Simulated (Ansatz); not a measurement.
Wires are cut from relaxed bulk Ta (Im-3m, 18.28 Å³/atom, gap on the mesh 0.00 eV); atoms and period are relaxed, and energies count from that bulk.

Method: DFT PBE, scalar-relativistic, plane waves, PAW in Ansatz 0.2.0.

Settings: cutoff 420 eV, Γ-centred mesh 1×1×12 on the computed 6-atom cell, Gaussian smearing of 0.05 eV; no spin polarisation.

Start ([110] wire, 6 host atoms a period):

```
Ta
1.0
    11.30000    0.00000    0.00000
     0.00000   12.60000    0.00000
     0.00000    0.00000    4.69348
Ta
6
Cartesian
  6.8234 6.3000 0.0000
  4.4766 6.3000 2.3467
  4.4766 7.9594 0.0000
  4.4766 4.6406 0.0000
  6.8234 7.9594 2.3467
  6.8234 4.6406 2.3467
```

**Question.** What does the relaxation give?

**Answer.** The free energy falls by 536 meV/atom.

```
excess energy (eV per host atom) : 2.111
line energy (eV/Å)               : 3.032
period (Å)                       : 4.178
gap on the mesh (eV)             : 0
```

Relaxed structure:
```yaml
crystal:
  lattice:
    - [11.30000, 0.00000, 0.00000]
    - [0.00000, 12.60000, 0.00000]
    - [0.00000, 0.00000, 4.17766]
  atoms:
    - { symbol: Ta, position: [0.60692, 0.50000, 0.00000] }
    - { symbol: Ta, position: [0.39308, 0.50000, 0.50000] }
    - { symbol: Ta, position: [0.41958, 0.63184, 0.00000] }
    - { symbol: Ta, position: [0.41958, 0.36816, 0.00000] }
    - { symbol: Ta, position: [0.58042, 0.63184, 0.50000] }
    - { symbol: Ta, position: [0.58042, 0.36816, 0.50000] }
```

Spin-orbit coupling is left out, which matters for the bands of heavy elements.

Each run keeps its start's symmetry and one magnetic start, so lower states can exist.

It took 2.7 min on 4 threads of Intel(R) Xeon(R) Processor @ 2.50GHz (Skylake/Cascade Lake), with other jobs on the host, peak memory 1.2 GiB.